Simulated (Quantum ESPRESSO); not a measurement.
The system is ZrSe2.

```
Zr Se
1.0
     3.79800    0.00000    0.00000
    -1.89900    3.28916    0.00000
     0.00000    0.00000    6.19200
Zr Se
1 2
Direct
  0.00000 0.00000 0.00000
  0.66667 0.33333 0.75000
  0.33333 0.66667 0.25000
```

Base run:

```yaml
Program: Quantum ESPRESSO 7.5
Functional: PBEsol
Potentials_or_basis: SSSP 1.3 efficiency PBE
Cutoff: 748 eV
Density_cutoff: 5987 eV
k_mesh: 8 × 8 × 5
Occupations: fermi-dirac, width 0.05 eV
Spin: no spin polarisation
Hubbard_terms: Zr d U = 5 eV
```

Its results: band gap on the k mesh 1.27 eV, indirect (least direct gap 1.96 eV); pressure 3.6 GPa; largest force 0.478 eV/Å.

Q: The run is repeated on the same cell with these changes: hubbard terms from Zr d U = 5 eV to Zr d U = 2 eV. What comes out?

A: Band gap on the k mesh 0.64 eV, indirect (least direct gap 1.31 eV); pressure 0.6 GPa; largest force 0.237 eV/Å.

Caveats: the potentials were made for another functional, which shifts forces and pressure; an odd mesh through Γ misses points on the zone boundary, where band edges often lie; this functional lacks dispersion, which binds the layers, so the pressure and a relaxed spacing across them are unreliable.
